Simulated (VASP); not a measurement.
The system is N.

```
N
1.0
     4.03297    0.03100    0.01412
     0.03100    4.10597   -0.02202
     0.01848   -0.02882    5.38528
N
4
Cartesian
  1.6581 2.4441 2.6852
  0.3890 0.3960 -0.0008
  2.4243 1.6640 2.6921
  3.6749 3.7410 -0.0071
```

The cell isn't the ideal one: cell strained at random at fixed volume.

| Property | Result |
| --- | --- |
| Program | VASP 6.6.1 |
| Task | relaxation of cell and atoms |
| Functional | BLYP |
| Potentials or basis | VASP PAW PBE potentials, release 64 (N_s) |
| Cutoff | 480 eV |
| k mesh | 7 × 7 × 5 |
| Occupations | tetrahedron |
| Spin | no spin polarisation |

At the start: pressure 11.2 GPa; volume 22.29 Å³/atom.

Task: How do energy, volume and symmetry change on relaxing?

Result: Over 19 steps the energy falls by 127.1 meV/atom and the volume is 35.05 Å³/atom (+57.2 %); space group P-1 (No. 2, to 0.05 Å).

Step by step:
```tsv
step	energy change (eV)	largest force (eV/Å)	pressure (GPa)	volume (Å³)
1	0.0000	9.6563	11.24	89.17
2	2.8212	13.8123	-19.59	90.67
3	-0.1128	7.2524	-5.70	89.65
4	2.2288	37.9897	20.57	89.15
5	-0.3155	3.6901	-0.23	89.49
6	-0.3576	2.2915	-2.24	89.57
7	-0.3943	0.2882	0.41	89.57
8	-0.3952	0.0190	0.71	89.66
9	-0.3961	0.1373	0.83	89.83
10	-0.4018	0.6107	1.24	91.21
11	-0.4114	1.0183	1.53	93.80
12	-0.4304	1.3254	1.62	99.45
13	-0.4550	1.1531	1.26	107.29
14	-0.4787	0.4883	0.53	116.24
15	-0.4915	0.1251	0.17	124.02
16	-0.5006	0.1082	0.11	131.82
17	-0.5057	0.0617	0.05	136.99
18	-0.5079	0.0240	0.02	139.47
19	-0.5085	0.0116	0.00	140.20
```

Final structure:
```
N
1.0
     4.69476    0.01918    0.00490
     0.01925    4.73165   -0.00765
     0.00598   -0.00948    6.31127
N
4
Direct
  0.41633 0.58963 0.49614
  0.08223 0.08975 0.99925
  0.58367 0.41037 0.50386
  0.91777 0.91025 0.00075
```

Caveat: the standard files for N, O and F lose accuracy on very short bonds; the PAW data sets were made with another functional, which shifts forces and pressure a little.
